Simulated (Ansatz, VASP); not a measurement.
One calculation of C, two programs

The input INCAR:

```
SYSTEM = C
PREC = Accurate ; ENCUT = 520
EDIFF = 1E-6 ; ISMEAR = 0
SIGMA = 0.05 ; LREAL = .False.
LASPH = .True. ; NELM = 60
ALGO = Normal ; ISIF = 2
LWAVE = .False. ; LCHARG = .False.
NBANDS = 11
```

Contents of KPOINTS:

```
Automatic mesh
0
Gamma
  12 12 12
  0 0 0
```

Contents of POSCAR:

```
C
1.0
    0.0000000000      1.8634542344      1.7756855400
    1.8634542344      0.0000000000      1.7756855400
    1.8634542344      1.8634542344      0.0000000000
C
2
Direct
    0.5000000000      0.5000000000      0.5000000000
    0.7500000000      0.7500000000      0.7500000000
```

Input for Ansatz:

```yaml
crystal:
  lattice:
    - [0.0, 1.8634542344, 1.77568554]
    - [1.8634542344, 0.0, 1.77568554]
    - [1.8634542344, 1.8634542344, 0.0]
  atoms:
    - { symbol: C, position: [0.5, 0.5, 0.5] }
    - { symbol: C, position: [0.75, 0.75, 0.75] }
basis:
  ecutwfc: 520.0
kpoints:
  mp_grid: { grid: [12, 12, 12] }
hamiltonian:
  xc: lda
  pseudopotentials: { kind: paw, azcp: { folder: soft_1 } }
scf:
  occupations: { method: gaussian, width: 0.05 }
output:
  forces: true
  stress: true
  eigenvalues: true
  write_density: true
  write_potential: true
  elf: true
  volumetric_format: npy
```

Alike in both runs: task single point; functional LDA; k mesh 12 × 12 × 12; occupations gaussian, width 0.05 eV; no spin polarisation.

|  | VASP | Ansatz |
| --- | --- | --- |
| version | VASP 6.6.1 | Ansatz 0.2.0 |
| potentials or method | VASP PAW LDA potentials, release 64 (C) | scalar-relativistic, plane waves, PAW |
| plane-wave cutoff (eV) | 520 | 520 |
| valence electrons in the cell | 8 | 8 |

```csv
,VASP,Ansatz,Ansatz less VASP
gap on the k mesh at the Fermi level (eV),2.79,2.80,+0.007
least direct gap on the mesh (eV),4.52,4.52,-0.001
```

Ansatz warned: «pseudo_functional_mismatch».
